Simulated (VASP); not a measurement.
## InPd: single point with r2SCAN

The system is InPd.

```
In Pd
1.0
     3.27188    0.00000    0.00000
     0.00000    3.27188    0.00000
     0.00000    0.00000    3.27188
In Pd
1 1
Direct
  0.00769 0.96547 0.03075
  0.51338 0.51695 0.50280
```

The cell comes from a database or a generator and needn't be the stable form of this composition.

The cell isn't the ideal one: grid = ENCUT=900 k=12x12x12 ISMEAR=0 SIGMA=0.05 PREC=Accurate EDIFF=1e-08 LREAL=False ADDGRID=False LASPH=True; atoms moved at random, drawn with an rms of 0.1 Å.

| Property | Result |
| --- | --- |
| Program | VASP 6.6.1 |
| Task | single point |
| Functional | r2SCAN |
| Potentials or basis | VASP PAW PBE potentials, release 64 (In_d, Pd) |
| Cutoff | 900 eV |
| k mesh | 12 × 12 × 12 |
| Occupations | gaussian, width 0.05 eV |
| Spin | no spin polarisation |

| Quantity | Value |
| --- | --- |
| Pressure | 2.0 GPa |
| Largest force | 0.823 eV/Å |
| Band gap on the k mesh | none (metal or under the smearing width) |

Forces in eV/Å, atoms in the order of the input:
```
In   0.089  0.703 -0.419
Pd  -0.089 -0.703  0.419
```

Stress tensor (GPa, compression positive):
```
 2.50  0.32 -0.19
 0.32  1.42 -1.52
-0.19 -1.52  2.16
```

Levels at points of the mesh, in eV from the Fermi level:
| k point | band 9 | band 10 | band 11 | band 12 | band 13 | band 14 | band 15 |
| --- | --- | --- | --- | --- | --- | --- | --- |
| (0.00, 0.00, 0.00) | -2.46 | -2.46 | -2.45 | 4.50 | 4.54 | 4.64 | 9.97 |
| (0.50, 0.00, 0.00) | -3.46 | -3.41 | -2.49 | -1.25 | 9.29 | 9.84 | 10.81 |
| (0.00, 0.50, 0.00) | -3.46 | -3.44 | -2.52 | -1.20 | 9.60 | 9.88 | 10.37 |
| (0.00, 0.00, 0.50) | -3.47 | -3.41 | -2.50 | -1.24 | 9.30 | 10.02 | 10.55 |
| (0.50, 0.50, 0.00) | -2.90 | -2.43 | -2.33 | -1.87 | 1.58 | 2.57 | 10.17 |
| (0.00, 0.50, 0.50) | -2.87 | -2.47 | -2.35 | -1.86 | 1.57 | 2.56 | 10.15 |
| (0.50, 0.00, 0.50) | -3.00 | -2.34 | -2.31 | -1.87 | 1.58 | 2.58 | 10.23 |
| (0.50, 0.50, 0.50) | -1.83 | -1.82 | 0.24 | 3.52 | 3.56 | 3.94 | 4.57 |

Run time: 20 min on 1 thread of Intel(R) Xeon(R) 6975P-C (Granite Rapids), on a shared host, peak memory 1.2 GiB.

Caveat: the PAW data sets were made with another functional, which shifts forces and pressure a little.
